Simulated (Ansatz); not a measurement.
A 2-atom cell of AlAs started from a crystallographic database: a relaxation of cell and atoms in Ansatz 0.2.0 (LDA). The starting cell comes from a relaxation with PBE.

```yaml
crystal:
  lattice:
    - [0.0, 2.8638066096, 2.8638066096]
    - [2.8638066096, 0.0, 2.8638066096]
    - [2.8638066096, 2.8638066096, 0.0]
  atoms:
    - { symbol: Al, position: [0.0, 0.0, 0.0] }
    - { symbol: As, position: [0.25, 0.25, 0.25] }
kpoints:
  mp_grid: { grid: [8, 8, 8] }
hamiltonian:
  xc: lda
scf:
  occupations: { method: fermi_dirac, width: 0.02 }
relax:
  f_tol: 0.005
  cell: {}
```

The output follows, shortened, with numbered blanks.
```
Functional definition: SPW92
Crystal: 2 atoms, lattice volume = 46.974 Å³
[1]
Bands: 13, of which v1, the nominal top of the filled ones, is band 9 counted from 1 (8 counted from 0)
Symmetry: 24 space group operations
Space group: F-43m (ITA 216)
[2]
preconditioner: auto → none  [insulator: Δε(μ)=1.392 eV  σ=0.020 eV  ℏωp=15.3 eV]
relax step 1: F+E_penalty+E_count = -5287.46256122 eV  P = -3.519 GPa  Ω = 46.974 Å³
--- Relaxed structure (3 steps of the walk, 3 accepted, 1 SCFs on fresh bases) ---
[3]
```

**Question.** What stood in the gaps? They hold the relaxed structure, the count of irreducible k points, cutoff and plane waves at Γ.

**Answer.**
```
[1]
Basis set: ecut = 420 eV, 941 PW (Γ)
[2]
k-points: 29 of 512 (time reversal used)
[3]
  F+E_penalty+E_count = -5287.48996340 eV
  cell:  # Å, volume = 44.5804 Å³
    - [0.000000, 2.814307, 2.814307]
    - [2.814307, 0.000000, 2.814307]
    - [2.814307, 2.814307, 0.000000]
  atoms:
    - { symbol: Al, position: [0.000000, 0.000000, 0.000000] }
    - { symbol: As, position: [0.250000, 0.250000, 0.250000] }
```
Only the leading digits can be foreseen; the rest is this run's record.

The walk took 3 steps and changed the volume by -5.1 %. The last SCF, on a fresh basis, lies 13.7 meV an atom below the first. At the end: it is cubic, F-43m (No. 216); conventional cell a = 5.629 Å, 22.29 Å³ an atom. Al is surrounded by 4 As at 2.44 Å; As is surrounded by 4 Al at 2.44 Å.

Run as `ansatz run input.yaml --threads 2 --pin off --max-ram 2211MiB --backend cpu --events-out ev --progress --plain --runs-dir out`.

Spin-unpolarised throughout; all numbers are computed.

Spin-orbit coupling is left out.
